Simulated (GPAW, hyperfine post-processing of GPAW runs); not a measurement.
# MgMn2O3: isotropic lines and sites in a paramagnetic 25Mg spectrum

Calculated values: DFT, revPBE+U, plane-wave PAW, GPAW setups, collinear spin, scalar-relativistic (GPAW), contact and point-dipole shifts scaled to 320 K with Θ = 0 K (a pure Curie law); spin-only moments, above the ordering temperature.

```
Mn Mg O
1.0
     2.63028   -1.54124    0.00000
     2.63028    1.54124    0.00000
    -0.05643    0.00000    7.60820
Mn Mg O
2 1 3
Direct
  0.83895 0.83895 0.82899
  0.16105 0.16105 0.17101
  0.50000 0.50000 0.50000
  0.83080 0.83080 0.34543
  0.16920 0.16920 0.65457
  0.50000 0.50000 0.00000
```

25Mg MAS at 9.4 T (24.5 MHz), 62.5 kHz, 320 K; contact and dipolar shift alone, no orbital or quadrupolar part; lines under 1.5 % of the strongest are left out. Lines of the NMR spectrum (strongest = 100):

| position (ppm) | intensity |
| --- | --- |
| 4809.2 | 4.8 |
| 7358.3 | 52 |
| 9907.5 | 100 |
| 12456.6 | 26 |
| 15005.7 | 15 |
| 17554.9 | 2.0 |

**Question.** Which lines are isotropic ones rather than spinning sidebands, and which Mg atoms give them?

Sidebands are spaced by 2549 ppm (the spinning rate over the resonance of 24.5 MHz). An isotropic line need not be the tallest: it is the area-weighted centre of its own family of sidebands, and the one that stays put when the rate is changed. Isotropic shifts: 9907 ppm for atom 3 (12 Mn through links of 90° (12) and 177° (6)), reduced anisotropy 5531 ppm.

[Logs are printed without paths, hosts, clocks, repeated set-up lines and the standing remarks that a program may print on its own settings, such as how far it seeks lower states.]

[Hosts, paths, dates, database ids (printed as entryN), source tags and the programs' standing remarks are cut or masked in the printed files.]
